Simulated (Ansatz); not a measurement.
# Mg: energy change per atom and pressure as volume scale varies

Plane-wave DFT, scalar-relativistic PAW made under PBE with cores redone for the functional, no dispersion; the given relaxed cell is scaled uniformly, energy at zero smearing counts from the unscaled cell, pressure at the given Fermi-Dirac smearing is positive in compression. The results are calculated, by Ansatz 0.2.0.

The cell before it is scaled or strained (space group P6/mmm, No. 191):
```
cell vectors (Å)
   5.1604     0.0000     0.0000
  -2.5802     4.4690     0.0000
   0.0000     0.0000     3.1303
atoms (fractions of the cell vectors)
Mg  0.00000  1.00000  0.00000
Mg  0.33333  0.66667  0.50000
Mg  0.66667  0.33333  0.50000
```

Settings of every row: spin polarised no; functional RPBE; wave cutoff 420 eV; smearing width 0.1 eV; k mesh 8x8x11.

Atom starting moment: 0 on all atoms.

Limits: the cell comes from a prototype or a list of computed structures and needn't be the stable phase.

```
row  volume scale  V (Å³/atom)  energy change per atom (meV)  pressure (GPa)
  1          0.88       21.176                          41.9            5.29
  2          0.92       22.138                             ?               ?
  3          0.96       23.101                          3.76             1.4
  4          1.04       25.026                             4           -1.19
  5          1.08       25.989                         14.34           -2.14
  6          1.12       26.951                         29.84           -2.92
```

Question: what energy change per atom and pressure should row 2 give?

Worked fit of energy change per atom. Take u = (V_r/V)^(2/3) − 1 with V_r = 25.026 Å³ an atom, which is twice the finite (Eulerian) strain; such expansions in the strain, on which the Birch-Murnaghan equation of state is built, carry the rest volume and the bulk modulus. The shown rows have u = 0.1178, 0.05481, 0, -0.02486, -0.0482. Least squares give energy change per atom = 3.99 − 287.325 × u + 5170.66 × u² meV; a straight line predicts inner rows, each left out in turn, worse (root mean square 17 against 0.025 meV). The rows lie off it by 0.00, -0.02, 0.01, 0.01, -0.01. Its lowest point lies at u = 0.0278, or V = 24.02 Å³ an atom, and the curvature there gives the bulk modulus at fixed shape and fractions, B = (4/9)(1 + u)² E″(u)/V = 32.4 GPa. Letting shape and atoms relax would as a rule lower it, by much in layered, chain or molecular crystals. The withheld row has u = 0.08518, so the fit gives 3.99 − 287.325 × (0.08518) + 5170.66 × (0.08518)² = 17.03 meV.

The calculation gave 17.02 meV. The fit lies 0.01 meV (0.026 % of the column's range) above it, one unit of the last digit.

Worked fit of pressure. Take u = (V_r/V)^(2/3) − 1 with V_r = 25.026 Å³ an atom, which is twice the finite (Eulerian) strain; such expansions in the strain, on which the Birch-Murnaghan equation of state is built, carry the rest volume and the bulk modulus. The shown rows have u = 0.1178, 0.05481, 0, -0.02486, -0.0482. Least squares give pressure = −1.199 + 41.187 × u + 117.67 × u² GPa; a straight line predicts inner rows, each left out in turn, worse (root mean square 0.39 against 0.021 GPa). The rows lie off it by 0.00, -0.01, 0.01, 0.01, -0.01. The pressure vanishes at u = 0.0270, or V = 24.04 Å³ an atom, and there the bulk modulus at fixed shape and fractions is B = −V dP/dV = (2/3)(1 + u) dP/du = 32.6 GPa. Letting shape and atoms relax would as a rule lower it, by much in layered, chain or molecular crystals. The withheld row has u = 0.08518, so the fit gives −1.199 + 41.187 × (0.08518) + 117.67 × (0.08518)² = 3.16 GPa.

The calculation gave 3.15 GPa. The fit lies 0.01 GPa (0.12 % of the column's range) above it, one unit of the last digit.
